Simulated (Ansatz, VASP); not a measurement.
**Two plane-wave programs on BN**

Contents of INCAR:

```
SYSTEM = BN
PREC = Accurate
ENCUT = 520
EDIFF = 1E-6
ISMEAR = 0
SIGMA = 0.1
LREAL = .False.
LASPH = .True.
NELM = 100
ALGO = Normal
ISIF = 2
LWAVE = .False.
LCHARG = .False.
GGA = PS
NBANDS = 16
```

File KPOINTS:

```
regular mesh
0
Gamma
  9 9 4
  0 0 0
```

The input POSCAR:

```
BN
1.0
    2.5500000000      0.0000000000      0.0000000000
   -1.2750000000      2.2083647797      0.0000000000
    0.0000000000      0.0000000000      4.2100000000
B N
2 2
Direct
    0.3333333333      0.6666666667      0.0000000000
    0.6666666667      0.3333333333      0.5000000000
    0.3333333333      0.6666666667      0.3740000000
    0.6666666667      0.3333333333      0.8740000000
```

Input for Ansatz:

```yaml
crystal:
  lattice:
    - [2.55, 0.0, 0.0]
    - [-1.275, 2.2083647797, 0.0]
    - [0.0, 0.0, 4.21]
  atoms:
    - { symbol: B, position: [0.3333333333, 0.6666666667, 0.0] }
    - { symbol: B, position: [0.6666666667, 0.3333333333, 0.5] }
    - { symbol: "N", position: [0.3333333333, 0.6666666667, 0.374] }
    - { symbol: "N", position: [0.6666666667, 0.3333333333, 0.874] }
basis:
  ecutwfc: 420
kpoints:
  mp_grid: { grid: [9, 9, 4] }
hamiltonian:
  xc: pbesol
  pseudopotentials: { kind: paw, azcp: { folder: soft_1 } }
scf:
  occupations: { method: gaussian, width: 0.1 }
output:
  forces: true
  stress: true
  eigenvalues: true
```

Measurements of this composition are mostly on another form, of space group No. 194.

Alike in both runs: task single point; functional PBEsol; k mesh 9 × 9 × 4; occupations gaussian, width 0.1 eV; no spin polarisation.

|  | VASP | Ansatz |
| --- | --- | --- |
| version | VASP 6.6.1 | Ansatz 0.2.0 |
| potentials or method | VASP PAW PBE potentials, release 64 (B, N) | scalar-relativistic, plane waves, PAW |
| plane-wave cutoff (eV) | 520 | 420 |
| valence electrons in the cell | 16 | 16 |

```csv
,VASP,Ansatz,Ansatz less VASP
gap on the k mesh at the Fermi level (eV),4.94,4.95,+0.012
least direct gap on the mesh (eV),8.14,8.14,0.000
pressure (GPa),-2.7,-3.5,-0.76
largest component of the traceless stress (GPa),1.22,1.25,+0.033
rms of the force components (eV/Å),0.031,0.033,+0.0016
```

Atom by atom the forces differ by 0.002 eV/Å (rms over components). Ansatz warned: «pseudo_functional_mismatch».

Caveats: the PAW data sets were made with another functional, which shifts forces and pressure a little (VASP); an odd mesh through Γ misses points on the zone boundary, where band edges often lie. Expect the measured gap to be larger: semilocal functionals such as PBEsol lack the derivative discontinuity.
